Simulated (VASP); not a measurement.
# CdSe (P6_3mc) in VASP: band structure with PBE

Aim: the band structure of CdSe with PBE.

Program: VASP 6.6.1. These are calculated values, not measurements. Logs are shortened: lines on timing, memory, paths and dates and some standing lists are left out, and cuts for length are marked.

### 1 The structure

Symmetry: P6_3mc, No. 186, hexagonal system. The conventional cell has a = 4.423 Å, b = 4.423 Å, c = 7.116 Å, α = 90.00°, β = 90.00°, γ = 120.00°. Cd (site symmetry 3m) has 4 Se at 2.68 to 2.70 Å as nearest neighbours. Se (site symmetry 3m) has 4 Cd at 2.68 to 2.70 Å as nearest neighbours.

### 2 Band structure, PBE

Input file INCAR:

```
SYSTEM = CdSe
ALGO = Fast ; EDIFF = 1E-7
ENCUT = 520 ; GGA = PE
ISIF = 2 ; ISMEAR = 0
LASPH = .True. ; LCHARG = .False.
LREAL = .False. ; LWAVE = .False.
NBANDS = 26 ; NELM = 100
PREC = Accurate ; SIGMA = 0.02
```

Input file KPOINTS:

```
k-points
0
Gamma
  3 3 2
  0 0 0
```

Input file POSCAR:

```
CdSe                                    
1.0
    4.4227088455      0.0000000000      0.0000000000
   -2.2113544227      3.8301782177     -0.0000000000
    0.0000000000      0.0000000000      7.1161678799
  Cd              Se            
     2     2
Direct
     0.3333333300000021    0.6666666699999979    0.0041411981898587
     0.6666666699999979    0.3333333300000021    0.5041411981898587
     0.3333333300000021    0.6666666699999979    0.3808588018101394
     0.6666666699999979    0.3333333300000021    0.8808588018101393
```

Input file KPOINTS_OPT:

```
path GMKGALHA,LM,KH
15
line-mode
reciprocal
 0.0000000000  0.0000000000  0.0000000000  G
 0.5000000000  0.0000000000  0.0000000000  M

 0.5000000000  0.0000000000  0.0000000000  M
 0.3333333333  0.3333333333  0.0000000000  K

 0.3333333333  0.3333333333  0.0000000000  K
 0.0000000000  0.0000000000  0.0000000000  G

 0.0000000000  0.0000000000  0.0000000000  G
 0.0000000000  0.0000000000  0.5000000000  A

 0.0000000000  0.0000000000  0.5000000000  A
 0.5000000000  0.0000000000  0.5000000000  L

 0.5000000000  0.0000000000  0.5000000000  L
 0.3333333333  0.3333333333  0.5000000000  H

 0.3333333333  0.3333333333  0.5000000000  H
 0.0000000000  0.0000000000  0.5000000000  A

 0.5000000000  0.0000000000  0.5000000000  L
 0.5000000000  0.0000000000  0.0000000000  M

 0.3333333333  0.3333333333  0.0000000000  K
 0.3333333333  0.3333333333  0.5000000000  H
```

Potentials or basis: VASP PAW PBE potentials, release 64 (Cd, Se).

Launch:

```sh
cat potpaw_PBE.64/Cd/POTCAR potpaw_PBE.64/Se/POTCAR > POTCAR
mpirun -np 1 vasp_std > vasp.out
```

OUTCAR:

```text
SYSTEM = CdSe
   EDIFF = 1E-7
   ENCUT = 520
   GGA = PE
   ISIF = 2
   ISMEAR = 0
   LASPH = .True.
   LREAL = .False.
   NELM = 100
   PREC = Accurate

 ion  position               nearest neighbor table
   1  0.333  0.667  0.004-   3 2.68   4 2.70   4 2.70   4 2.70
   2  0.667  0.333  0.504-   4 2.68   3 2.70   3 2.70   3 2.70
   3  0.333  0.667  0.381-   1 2.68   2 2.70   2 2.70   2 2.70
   4  0.667  0.333  0.881-   2 2.68   1 2.70   1 2.70   1 2.70

  LATTYP: Found a hexagonal cell.
 ALAT       =     4.4227088455
 C/A-ratio  =     1.6090066356

  Lattice vectors:

 A1 = (   4.4227088455,   0.0000000000,   0.0000000000)
 A2 = (  -2.2113544227,   3.8301782177,   0.0000000000)
 A3 = (   0.0000000000,   0.0000000000,   7.1161678799)

Analysis of symmetry for initial positions (statically):
=====================================================================
 Subroutine PRICEL returns:
 Original cell was already a primitive cell.

 Routine SETGRP: Setting up the symmetry group for a
 hexagonal supercell.

 Subroutine GETGRP returns: Found 12 space group operations
 (whereof  6 operations were pure point group operations)
 out of a pool of 24 trial point group operations.

The static configuration has the point symmetry C_3v.
 The point group associated with its full space group is C_6v.

Analysis of symmetry for dynamics (positions and initial velocities):
=====================================================================
 Subroutine PRICEL returns:
 Original cell was already a primitive cell.

 Routine SETGRP: Setting up the symmetry group for a
 hexagonal supercell.

 Subroutine GETGRP returns: Found 12 space group operations
 (whereof  6 operations were pure point group operations)
 out of a pool of 24 trial point group operations.

The dynamic configuration has the point symmetry C_3v.
 The point group associated with its full space group is C_6v.

 Subroutine INISYM returns: Found 12 space group operations
 (whereof  6 operations are pure point group operations),
 and found     1 'primitive' translations

----------------------------------------------------------------------------------------

                                     Primitive cell
[... 72 lines left out ...]
   LSORBIT =      F    spin-orbit coupling
   LASPH  =      T    aspherical Exc in radial PAW
   ENCUT  =  520.0 eV  38.22 Ry    6.18 a.u.   8.22  8.22 13.23*2*pi/ulx,y,z
   NELM   =    100;   NELMIN=  2; NELMDL= -5     # of ELM steps
   EDIFF  = 0.1E-06   stopping-criterion for ELM
   LREAL  =      F    real-space projection
   EDIFFG = 0.1E-05   stopping-criterion for IOM
   NSW    =      0    number of steps for IOM
   IBRION =     -1    ionic relax: 0-MD 1-quasi-New 2-CG
   NFREE  =      0    steps in history (QN), initial steepest desc. (CG)
   ISIF   =      2    stress and relaxation
   ISYM   =      2    0-nonsym 1-usesym 2-fastsym
   POTIM  = 0.5000    time-step for ionic-motion
   TEBEG  =    0.0;   TEEND  =   0.0 temperature during run
   PSTRESS=    0.0 pullay stress
   NELECT =      36.0000    total number of electrons
   NUPDOWN=      -1.0000    fix difference up-down
   EMIN   =  10.00;   EMAX   =-10.00  energy-range for DOS
   EFERMI =   0.00;   METHOD = LEGACY
   ISMEAR =     0;   SIGMA  =   0.02  broadening in eV -4-tet -1-fermi 0-gaus
   EFERMI_NEDOS =   21; number of points for ismear=-14 and -15
   IALGO  =     68    algorithm
   IMIX   =      4    mixing-type and parameters
     AMIX     =   0.40;   BMIX     =  1.00
     AMIX_MAG =   1.60;   BMIX_MAG =  1.00
  volume/ion in A,a.u.               =      30.14       203.37
  Fermi-wavevector in a.u.,A,eV,Ry     =   1.094270  2.067870 16.291981  1.197427
  Thomas-Fermi vector in A             =   2.230571
   LORBIT       =      0    0 simple, 1 ext, 2 COOP (PROOUT), +10 PAW based schemes
   GGA     = PE    functional components
   LHFCALC =     F    Hartree Fock is set to
   AEXX    =    0.0000 exact exchange contribution
   IVDW    =     0    specifies the selected vdW correction
   LEPSILON=     F    determine dielectric tensor
   LRPA    =     F    only Hartree local field effects (RPA)
 non-spin polarized calculation
 RMM-DIIS sequential band-by-band and
 Gauss-broadening in eV      SIGMA  =   0.02
  energy-cutoff  :      520.00
  volume of cell :      120.55
 maximum number of plane-waves:      3285
 NGX is ok and might be reduce to    36
   NGX = 17   NGY = 17   NGZ = 27

 number of electron      35.9999999 magnetization

 Free energy of the ion-electron system (eV)
  ---------------------------------------------------
  ext. energy  EPLUGINS =         0.00000000
  ---------------------------------------------------
  free energy    TOTEN  =       -10.80023939 eV

  energy without entropy =      -10.80023939  energy(sigma->0) =      -10.80023939

 E-fermi :   0.5913     XC(G=0):  -8.5486

 val. band max:        0.4577731893   @ k =   0.0000   0.0000   0.0000
 cond. band min:       0.9584896223   @ k =   0.0000   0.0000   0.0000
 fundamental gap:      0.5007164330
 Fermi energy:         0.5912704240

 k-point     1 :       0.0000    0.0000    0.0000
  band No.  band energies     occupation
      1     -11.7589      2.00000
      2     -11.4286      2.00000
      3      -7.3100      2.00000
      4      -7.2935      2.00000
      5      -7.2935      2.00000
      6      -7.2359      2.00000
[... 163 lines left out ...]
     25       8.9084      0.00000
     26       8.9701      0.00000

------------------------ aborting loop because EDIFF is reached ----------------------------------------

  FORCE on cell =-STRESS in cart. coord.  units (eV):
  Direction    XX          YY          ZZ          XY          YZ          ZX
  --------------------------------------------------------------------------------------
  -------------------------------------------------------------------------------------
  Total        0.0008529      0.0008529      0.0032202      0.0000000      0.0000000     -0.0000000
  in kB        0.0113358      0.0113358      0.0427991      0.0000000      0.0000000     -0.0000000
  external PRESSURE =       0.0218236 kB  Pullay stress =       0.0000000 kB

 VOLUME and BASIS-vectors are now :
 -----------------------------------------------------------------------------
  energy-cutoff  :      520.00
  volume of cell :      120.55
      direct lattice vectors                 reciprocal lattice vectors
     4.422708845  0.000000000  0.000000000     0.226105772  0.130542228  0.000000000
    -2.211354423  3.830178218  0.000000000     0.000000000  0.261084457  0.000000000
     0.000000000  0.000000000  7.116167880     0.000000000  0.000000000  0.140525071

 POSITION                                       TOTAL-FORCE (eV/Angst)
 -----------------------------------------------------------------------------------
     -0.00000      2.55345      0.02947         0.000000     -0.000000      0.000154
      2.21135      1.27673      3.58755        -0.000000     -0.000000      0.000154
     -0.00000      2.55345      2.71026        -0.000000     -0.000000     -0.000154
      2.21135      1.27673      6.26834         0.000000      0.000000     -0.000154
 -----------------------------------------------------------------------------------
    total drift:                               -0.000013      0.000008     -0.000094

  FREE ENERGIE OF THE ION-ELECTRON SYSTEM (eV)
  ---------------------------------------------------
  free  energy   TOTEN  =       -10.8002393911 eV

  energy  without entropy=      -10.8002393911  energy(sigma->0) =      -10.80023939
```

It took 3 min on 1 thread of Intel Xeon 6975P-C (Granite Rapids), shared host; peak memory 0.26 GiB.

Results:

* Free energy: -10.8002 eV
* Pressure: 0.0 GPa
* Band gap on the k mesh: 0.50 eV, direct
* Band gap along the path: 0.50 eV, direct

Levels at the corners of the path, in eV from the valence-band top:
```csv
point,band 15,band 16,band 17,band 18,band 19,band 20,band 21,band 22
Γ,-0.70,-0.01,0.00,0.00,0.50,2.03,5.77,5.77
M,-2.38,-1.66,-1.17,-0.65,3.08,3.25,4.83,5.98
M,-2.38,-1.66,-1.17,-0.65,3.08,3.25,4.83,5.98
K,-2.72,-1.67,-1.67,-1.46,4.38,4.50,4.50,6.88
K,-2.72,-1.67,-1.67,-1.46,4.38,4.50,4.50,6.88
Γ,-0.70,-0.01,0.00,0.00,0.50,2.03,5.77,5.77
Γ,-0.70,-0.01,0.00,0.00,0.50,2.03,5.77,5.77
A,-0.37,-0.37,-0.37,-0.37,2.20,2.20,5.77,5.77
A,-0.37,-0.37,-0.37,-0.37,2.20,2.20,5.77,5.77
L,-1.20,-1.20,-1.17,-1.17,2.89,2.89,4.82,4.82
L,-1.20,-1.20,-1.17,-1.17,2.89,2.89,4.82,4.82
H,-2.15,-2.15,-0.95,-0.95,3.66,3.66,5.84,5.84
H,-2.15,-2.15,-0.95,-0.95,3.66,3.66,5.84,5.84
A,-0.37,-0.37,-0.37,-0.37,2.20,2.20,5.77,5.77
L,-1.20,-1.20,-1.17,-1.17,2.89,2.89,4.82,4.82
M,-2.38,-1.66,-1.17,-0.65,3.08,3.25,4.83,5.98
K,-2.72,-1.67,-1.67,-1.46,4.38,4.50,4.50,6.88
H,-2.15,-2.15,-0.95,-0.95,3.66,3.66,5.84,5.84
```

Caveat: the k mesh is coarse (spacing up to 0.55 Å⁻¹), so the values aren't converged.
